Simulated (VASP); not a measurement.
# C (P6_3/mmc) in VASP: a series of runs

One crystal, C, is run at these levels: RPBE; tasks: single point.

Program: VASP 6.6.1. These are calculated values, not measurements. Logs are shortened: lines on timing, memory, paths and dates and some standing lists are left out, and cuts for length are marked.

**1. The structure**

Symmetry: P6_3/mmc, No. 194, hexagonal system. The conventional cell has a = 2.477 Å, b = 2.477 Å, c = 9.655 Å, α = 90.00°, β = 90.00°, γ = 120.00°. C (site symmetry -6m2) has 3 C at 1.43 Å as nearest neighbours. C (site symmetry -6m2) has 3 C at 1.43 Å as nearest neighbours.

**2. Single point, RPBE**

The input, INCAR:

```
  PREC = Accurate
  ENCUT = 520
  EDIFF = 1E-6
  ISMEAR = -1
  SIGMA = 0.05
  LREAL = F
  LASPH = T
  NELM = 80
  ALGO = Normal
  ISIF = 2
  LWAVE = F
  LCHARG = F
  GGA = RP
  NBANDS = 16
```

The input, KPOINTS:

```
regular mesh
0
Gamma
  14 14 3
```

The input, POSCAR:

```
C
1.0
    2.4771284981      0.0000000000      0.0000000000
   -1.2385642490      2.1452562078      0.0000000000
    0.0000000000      0.0000000000      9.6545080659
C
4
Direct
    1.0000000000      1.0000000000      0.2500000000
    0.0000000000      0.0000000000      0.7500000000
    0.3333333333      0.6666666667      0.2500000000
    0.6666666667      0.3333333333      0.7500000000
```

Potentials or basis: VASP PAW PBE potentials, release 64 (C).

Started as:

```bash
> cat potpaw_PBE.64/C/POTCAR > POTCAR
> mpirun -np 1 vasp_std > vasp.out
```

OUTCAR:

```text
PREC = Accurate
   ENCUT = 520
   EDIFF = 1E-6
   ISMEAR = -1
   LREAL = F
   LASPH = T
   NELM = 80
   ISIF = 2
   GGA = RP

 ion  position               nearest neighbor table
   1  0.000  0.000  0.250-   3 1.43   3 1.43   3 1.43
   2  0.000  0.000  0.750-   4 1.43   4 1.43   4 1.43
   3  0.333  0.667  0.250-   1 1.43   1 1.43   1 1.43
   4  0.667  0.333  0.750-   2 1.43   2 1.43   2 1.43

  LATTYP: Found a hexagonal cell.
 ALAT       =     2.4771284981
 C/A-ratio  =     3.8974595276

  Lattice vectors:

 A1 = (   2.4771284981,   0.0000000000,   0.0000000000)
 A2 = (  -1.2385642490,   2.1452562078,   0.0000000000)
 A3 = (   0.0000000000,   0.0000000000,   9.6545080659)

Analysis of symmetry for initial positions (statically):
=====================================================================
 Subroutine PRICEL returns:
 Original cell was already a primitive cell.

 Routine SETGRP: Setting up the symmetry group for a
 hexagonal supercell.

 Subroutine GETGRP returns: Found 24 space group operations
 (whereof 12 operations were pure point group operations)
 out of a pool of 24 trial point group operations.

The static configuration has the point symmetry D_3d.
 The point group associated with its full space group is D_6h.

Analysis of symmetry for dynamics (positions and initial velocities):
=====================================================================
 Subroutine PRICEL returns:
 Original cell was already a primitive cell.

 Routine SETGRP: Setting up the symmetry group for a
 hexagonal supercell.

 Subroutine GETGRP returns: Found 24 space group operations
 (whereof 12 operations were pure point group operations)
 out of a pool of 24 trial point group operations.

The dynamic configuration has the point symmetry D_3d.
 The point group associated with its full space group is D_6h.

 Subroutine INISYM returns: Found 24 space group operations
 (whereof 12 operations are pure point group operations),
 and found     1 'primitive' translations

----------------------------------------------------------------------------------------

                                     Primitive cell

  volume of cell :      51.3048

  direct lattice vectors                    reciprocal lattice vectors
     2.477128498  0.000000000  0.000000000     0.403693228  0.233072394  0.000000000
    -1.238564249  2.145256208  0.000000000     0.000000000  0.466144788  0.000000000
     0.000000000  0.000000000  9.654508066     0.000000000  0.000000000  0.103578556

[... 85 lines left out ...]
   ENCUT  =  520.0 eV  38.22 Ry    6.18 a.u.   4.61  4.61 17.95*2*pi/ulx,y,z
   NELM   =     80;   NELMIN=  2; NELMDL= -5     # of ELM steps
   EDIFF  = 0.1E-05   stopping-criterion for ELM
   LREAL  =      F    real-space projection
   EDIFFG = 0.1E-04   stopping-criterion for IOM
   NSW    =      0    number of steps for IOM
   IBRION =     -1    ionic relax: 0-MD 1-quasi-New 2-CG
   NFREE  =      0    steps in history (QN), initial steepest desc. (CG)
   ISIF   =      2    stress and relaxation
   ISYM   =      2    0-nonsym 1-usesym 2-fastsym
   POTIM  = 0.5000    time-step for ionic-motion
   TEBEG  =    0.0;   TEEND  =   0.0 temperature during run
   PSTRESS=    0.0 pullay stress
   NELECT =      16.0000    total number of electrons
   NUPDOWN=      -1.0000    fix difference up-down
   EMIN   =  10.00;   EMAX   =-10.00  energy-range for DOS
   EFERMI =   0.00;   METHOD = LEGACY
   ISMEAR =    -1;   SIGMA  =   0.05  broadening in eV -4-tet -1-fermi 0-gaus
   EFERMI_NEDOS =   21; number of points for ismear=-14 and -15
   IALGO  =     38    algorithm
   IMIX   =      4    mixing-type and parameters
     AMIX     =   0.40;   BMIX     =  1.00
     AMIX_MAG =   1.60;   BMIX_MAG =  1.00
  volume/ion in A,a.u.               =      12.83        86.56
  Fermi-wavevector in a.u.,A,eV,Ry     =   1.110185  2.097946 16.769341  1.232512
  Thomas-Fermi vector in A             =   2.246734
   LORBIT       =      0    0 simple, 1 ext, 2 COOP (PROOUT), +10 PAW based schemes
   GGA     = RP    functional components
   LHFCALC =     F    Hartree Fock is set to
   AEXX    =    0.0000 exact exchange contribution
   IVDW    =     0    specifies the selected vdW correction
   LEPSILON=     F    determine dielectric tensor
   LRPA    =     F    only Hartree local field effects (RPA)
 non-spin polarized calculation
  energy-cutoff  :      520.00
  volume of cell :       51.30
 maximum number of plane-waves:      1406
   NGX =  9   NGY =  9   NGZ = 35

 number of electron      15.9999994 magnetization

 Free energy of the ion-electron system (eV)
  ---------------------------------------------------
  ext. energy  EPLUGINS =         0.00000000
  ---------------------------------------------------
  free energy    TOTEN  =       -35.28978422 eV

  energy without entropy =      -35.28978327  energy(sigma->0) =      -35.28978375

 E-fermi :   2.0114     XC(G=0):  -7.8141

 val. band max:        1.4313963468   @ k =   0.3571   0.2857   0.0000
 cond. band min:       2.6046426628   @ k =   0.3571   0.2857   0.0000
 fundamental gap:      1.1732463160
 Fermi energy:         2.0114242587

 k-point     1 :       0.0000    0.0000    0.0000
  band No.  band energies     occupation
      1     -17.4782      2.00000
      2     -17.4689      2.00000
      3      -5.5951      2.00000
      4      -5.3979      2.00000
      5      -1.0174      2.00000
      6      -1.0174      2.00000
[... 433 lines left out ...]
      3     -10.3625      2.00000
      4     -10.3623      2.00000
      5      -8.1557      2.00000
      6      -8.1540      2.00000
[... 8 lines left out ...]
     15      14.5501      0.00000
     16      15.1342      0.00000

 [... further k-points ...]
[... 5 lines left out ...]
  --------------------------------------------------------------------------------------
  -------------------------------------------------------------------------------------
  Total        0.1266146      0.1266146     -0.0145146      0.0000000     -0.0000000      0.0000000
  in kB        3.9539973      3.9539973     -0.4532701      0.0000000     -0.0000000      0.0000000
  external PRESSURE =       2.4849082 kB  Pullay stress =       0.0000000 kB

 VOLUME and BASIS-vectors are now :
 -----------------------------------------------------------------------------
  energy-cutoff  :      520.00
  volume of cell :       51.30
      direct lattice vectors                 reciprocal lattice vectors
     2.477128498  0.000000000  0.000000000     0.403693228  0.233072394  0.000000000
    -1.238564249  2.145256208  0.000000000     0.000000000  0.466144788  0.000000000
     0.000000000  0.000000000  9.654508066     0.000000000  0.000000000  0.103578556

 POSITION                                       TOTAL-FORCE (eV/Angst)
 -----------------------------------------------------------------------------------
      0.00000      0.00000      2.41363         0.000000      0.000000     -0.000000
      0.00000      0.00000      7.24088         0.000000     -0.000000     -0.000000
     -0.00000      1.43017      2.41363        -0.000000      0.000000      0.000000
      1.23856      0.71509      7.24088         0.000000     -0.000000      0.000000
 -----------------------------------------------------------------------------------
    total drift:                                0.000000     -0.000000      0.000000

  FREE ENERGIE OF THE ION-ELECTRON SYSTEM (eV)
  ---------------------------------------------------
  free  energy   TOTEN  =       -35.2897842232 eV

  energy  without entropy=      -35.2897832678  energy(sigma->0) =      -35.28978375
```

OSZICAR:

```text
N       E                     dE             d eps       ncg     rms          rms(c)
DAV:   1     0.554895706473E+02    0.55490E+02   -0.75412E+03  1536   0.882E+02
DAV:   2    -0.331432907060E+02   -0.88633E+02   -0.79663E+02  2152   0.193E+02
DAV:   3    -0.375100726189E+02   -0.43668E+01   -0.43345E+01  1944   0.422E+01
DAV:   4    -0.375647229017E+02   -0.54650E-01   -0.54566E-01  2056   0.562E+00
DAV:   5    -0.375658751055E+02   -0.11522E-02   -0.11521E-02  1896   0.783E-01    0.896E+00
DAV:   6    -0.359063744012E+02    0.16595E+01   -0.12015E+00  1864   0.636E+00    0.534E+00
DAV:   7    -0.352760760133E+02    0.63030E+00   -0.17018E+00  1960   0.765E+00    0.133E+00
DAV:   8    -0.352913777215E+02   -0.15302E-01   -0.67801E-02  1840   0.150E+00    0.139E-01
DAV:   9    -0.352913456400E+02    0.32082E-04   -0.10921E-03  2056   0.237E-01    0.960E-02
DAV:  10    -0.352897880400E+02    0.15576E-02   -0.20718E-03  1816   0.341E-01    0.410E-02
DAV:  11    -0.352897920596E+02   -0.40196E-05   -0.75497E-05  1944   0.471E-02    0.810E-03
DAV:  12    -0.352897847121E+02    0.73475E-05   -0.75289E-06  1984   0.193E-02    0.693E-03
DAV:  13    -0.352897842232E+02    0.48894E-06   -0.97500E-07  1848   0.673E-03
   1 F= -.35289784E+02 E0= -.35289784E+02  d E =-.955410E-06
```

Run time: 30 s. Hardware: 1 thread of Intel Xeon Platinum 8488C (Sapphire Rapids), shared host; peak memory 0.17 GiB.

What came out:

* Free energy: -35.2898 eV
* Pressure: 0.2 GPa
* Band gap on the k mesh: 1.17 eV, direct

Stress tensor (GPa, compression positive):
```
 0.40  0.00  0.00
 0.00  0.40  0.00
 0.00  0.00 -0.05
```

Caveat: the PAW data sets were made with another functional, which shifts forces and pressure a little; an odd mesh through Γ misses points on the zone boundary, where band edges often lie; this functional lacks dispersion, which binds the layers, so the pressure and a relaxed spacing across them are unreliable.

**3. Single point, RPBE**

This run uses another cell than the first one, of 13.34 Å³/atom, 1.040 times its volume.

The input, INCAR:

```
PREC = Accurate ; ENCUT = 520
EDIFF = 1E-6 ; ISMEAR = -1
SIGMA = 0.05 ; LREAL = False
LASPH = True ; NELM = 60
ALGO = Normal ; ISIF = 2
LWAVE = False ; LCHARG = False
GGA = RP ; NBANDS = 16
```

The input, KPOINTS:

```
Automatic mesh
0
Gamma
  14 14 3
```

The input, POSCAR:

```
C
1.0
    2.5097260323      0.0000000000      0.0000000000
   -1.2548630162      2.1734865005      0.0000000000
    0.0000000000      0.0000000000      9.7815556362
C
4
Direct
    1.0000000000      1.0000000000      0.2500000000
    0.0000000000      0.0000000000      0.7500000000
    0.3333333333      0.6666666667      0.2500000000
    0.6666666667      0.3333333333      0.7500000000
```

Potentials or basis: VASP PAW PBE potentials, release 64 (C).

Started as:

```bash
> cat potpaw_PBE.64/C/POTCAR > POTCAR
> mpirun -np 1 vasp_std > vasp.out
```

It took 30 s on 1 thread of Intel Xeon Platinum 8488C (Sapphire Rapids), shared host; peak memory 0.17 GiB.

The run converged. Its results:

```yaml
Free_energy: -35.2491 eV
Pressure: -6.6 GPa
Band_gap_on_the_k_mesh: 1.14 eV, direct
```

Stress tensor (GPa, compression positive):
```
-9.86  0.00  0.00
 0.00 -9.86  0.00
 0.00  0.00 -0.06
```

Levels at points of the mesh, in eV from the valence-band top:
```
           k point  band 4  band 5  band 6  band 7  band 8  band 9  band 10  band 11  band 12  band 13
(0.00, 0.00, 0.00)   -6.60   -2.48   -2.48   -2.48   -2.48    3.57     5.80     8.55     8.55     8.55
(0.50, 0.00, 0.00)  -12.37   -5.70   -5.70   -1.72   -1.67    2.21     2.29     7.40     7.41    11.00
```

Caveat: the PAW data sets were made with another functional, which shifts forces and pressure a little; an odd mesh through Γ misses points on the zone boundary, where band edges often lie; this functional lacks dispersion, which binds the layers, so the pressure and a relaxed spacing across them are unreliable.

**4. Single point, RPBE**

The input, INCAR:

```
SYSTEM = C
PREC = Accurate
ENCUT = 520
EDIFF = 1E-6
ISMEAR = -1
SIGMA = 0.05
LREAL = .FALSE.
LASPH = .TRUE.
NELM = 60
ALGO = Normal
ISIF = 2
LWAVE = .FALSE.
LCHARG = .TRUE.
GGA = RP
LELF = .TRUE.
LVHAR = .TRUE.
NBANDS = 16
```

The input, KPOINTS:

```
Automatic mesh
0
G
  14 14 3
  0 0 0
```

The input, POSCAR:

```
C
1.0
    2.4771284981      0.0000000000      0.0000000000
   -1.2385642490      2.1452562078      0.0000000000
    0.0000000000      0.0000000000      9.6545080659
C
4
Direct
    1.0000000000      1.0000000000      0.2500000000
    0.0000000000      0.0000000000      0.7500000000
    0.3333333333      0.6666666667      0.2500000000
    0.6666666667      0.3333333333      0.7500000000
```

Started as:

```bash
> cat potpaw_PBE.64/C/POTCAR > POTCAR
> mpirun -np 1 vasp_std > vasp.out
```

Wall time 30 s (1 thread of Intel Xeon Platinum 8488C (Sapphire Rapids), shared host); peak memory 0.16 GiB.

It converged, with:

```yaml
Free_energy: -35.2898 eV
Pressure: 0.2 GPa
Band_gap_on_the_k_mesh: 1.17 eV, direct
```

Stress tensor (GPa, compression positive):
```
 0.40  0.00  0.00
 0.00  0.40  0.00
 0.00  0.00 -0.05
```

Levels at points of the mesh, in eV from the valence-band top:
| k point | band 5 | band 6 | band 7 | band 8 | band 9 | band 10 | band 11 | band 12 |
| --- | --- | --- | --- | --- | --- | --- | --- | --- |
| (0.00, 0.00, 0.00) | -2.45 | -2.45 | -2.45 | -2.45 | 3.50 | 5.82 | 8.79 | 8.82 |
| (0.50, 0.00, 0.00) | -5.79 | -5.79 | -1.78 | -1.72 | 2.24 | 2.33 | 7.79 | 7.80 |

Caveat: the PAW data sets were made with another functional, which shifts forces and pressure a little; an odd mesh through Γ misses points on the zone boundary, where band edges often lie; this functional lacks dispersion, which binds the layers, so the pressure and a relaxed spacing across them are unreliable.
